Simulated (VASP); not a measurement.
The system is CdO (Monteponite).

```xyz
2
Lattice="0.0000 2.3495 2.3495 2.3495 0.0000 2.3495 2.3495 2.3495 0.0000" Properties=species:S:1:pos:R:3 pbc="T T T"
Cd    0.0000    0.0000    0.0000
O     2.3495    2.3495    2.3495
```

```yaml
Program: VASP 6.6.1
Task: relaxation of cell and atoms
Functional: BEEF-vdW
Potentials_or_basis: VASP PAW PBE potentials, release 64 (Cd, O)
Cutoff: 600 eV
k_mesh: 10 × 10 × 10
Occupations: fermi-dirac, width 0.05 eV
Spin: no spin polarisation
```

At the start: pressure 9.8 GPa; volume 12.97 Å³/atom.

Question: How do energy, volume and symmetry change on relaxing?

Answer: Over 3 steps the energy falls by 26.8 meV/atom and the volume is 13.91 Å³/atom (+7.2 %); space group Fm-3m (No. 225, to 0.05 Å).

The path:
| step | energy change (eV) | largest force (eV/Å) | pressure (GPa) | volume (Å³) |
| --- | --- | --- | --- | --- |
| 1 | 0.0000 | 0.0000 | 9.80 | 25.94 |
| 2 | -0.0354 | 0.0000 | -4.53 | 29.03 |
| 3 | -0.0535 | 0.0000 | 0.01 | 27.81 |

Final structure:
```cif
data_structure
_symmetry_space_group_name_H-M 'P 1'
_symmetry_Int_Tables_number 1
_cell_length_a 3.4009
_cell_length_b 3.4009
_cell_length_c 3.4009
_cell_angle_alpha 60.000
_cell_angle_beta 60.000
_cell_angle_gamma 60.000
_cell_volume 27.81
loop_
_atom_site_label
_atom_site_type_symbol
_atom_site_fract_x
_atom_site_fract_y
_atom_site_fract_z
_atom_site_occupancy
Cd1 Cd 0.00000 0.00000 0.00000 1
O1 O 0.50000 0.50000 0.50000 1
```

Caveat: the PAW data sets were made with another functional, which shifts forces and pressure a little.
